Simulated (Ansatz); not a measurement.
# SiGe: equal strain of all cell vectors

How does SiGe answer equal strain of all cell vectors between -3 and +3 %? At each strain the shape is held and the atoms relax, within the symmetry that is left.

Program: Ansatz 0.2.0. Level of theory: DFT PBEsol, scalar-relativistic, plane waves, PAW. These are calculated values, not measurements.

2 further runs of the same task are left out: 2 set aside as unsound or not needed.

### Step 1. The starting structure

Symmetry: P6_3mc, No. 186, hexagonal system. The conventional cell has a = 3.901 Å, b = 3.901 Å, c = 6.443 Å, α = 90.00°, β = 90.00°, γ = 120.00°. Si (site symmetry 3m) is surrounded by 4 Ge at 2.39 to 2.41 Å. Ge (site symmetry 3m) has 4 Si at 2.39 to 2.41 Å as nearest neighbours.

Structure file:

```cif
data_structure
_symmetry_space_group_name_H-M 'P6_3mc'
_symmetry_Int_Tables_number 186
_cell_length_a 3.9006
_cell_length_b 3.9006
_cell_length_c 6.4434
_cell_angle_alpha 90.000
_cell_angle_beta 90.000
_cell_angle_gamma 120.000
_cell_volume 84.90
loop_
_atom_site_label
_atom_site_type_symbol
_atom_site_symmetry_multiplicity
_atom_site_Wyckoff_symbol
_atom_site_fract_x
_atom_site_fract_y
_atom_site_fract_z
_atom_site_occupancy
Si1 Si 2 b 0.66667 0.33333 0.87455 1
Ge1 Ge 2 b 0.66667 0.33333 0.50045 1
```

It goes back to an entry of the Materials Project, which need not be the stable form.

It is the result of an earlier relaxation at this level (volume 21.22 Å³/atom; gap on the mesh: 0.35 eV).

### Step 2. Zero strain

File input.yaml:

```yaml
crystal:
  lattice:
    - [3.9005969071, 0.0, 0.0]
    - [-1.9502984535, 3.3780160114, 0.0]
    - [0.0, 0.0, 6.443392775]
  atoms:
    - { symbol: Si, position: [0.6666666667, 0.3333333333, 0.8745463427] }
    - { symbol: Si, position: [0.3333333333, 0.6666666667, 0.3745463427] }
    - { symbol: Ge, position: [0.6666666667, 0.3333333333, 0.5004526573] }
    - { symbol: Ge, position: [0.3333333333, 0.6666666667, 0.0004526573] }
basis:
  ecutwfc: 420
kpoints:
  mp_grid: { grid: [12, 12, 6] }
hamiltonian:
  xc: pbesol
scf:
  occupations: { method: gaussian, width: 0.02 }
output:
  forces: true
  stress: true
  eigenvalues: true
```

Launch:

```console
> ansatz run input.yaml --threads 1 --pin off --max-ram 2560MiB --backend cpu --events-out ev --progress --plain --runs-dir out
```

The session goes on with these runs: seeking the band edges; At -1.0 %; seeking the band edges at -1.0 %; strain +1.0 %; seeking the band edges at +1.0 %; the cell strained by -2.0 %; seeking the band edges at -2.0 %; strain +2.0 %; the gap over the whole zone at +2.0 %; strain -3.0 %; the gap over the whole zone at -3.0 %; the cell strained by +3.0 %; the gap over the whole zone at +3.0 %.

**Question.** What will these runs give? Wanted: (1/V) d²E/dε² at zero strain, cubic fit; gap shift, negative and positive side.

The runs gave:

| quantity | value |
| --- | --- |
| largest energy cost | 48.4 meV/atom at -3.0 % |
| (1/V) d²E/dε² at zero strain, cubic fit | 734 GPa |
| gap shift, negative and positive side | +53, -24 meV per % |

**Reading.** From the curvature follows nine times the bulk modulus at fixed shape: 734 GPa. Compression by 3 % costs 48.4 meV/atom and stretching 39.1. The gap runs from 0.18 eV at -3.0 % through 0.35 to 0.17 eV at +3.0 %, and changes between direct and indirect on the way.
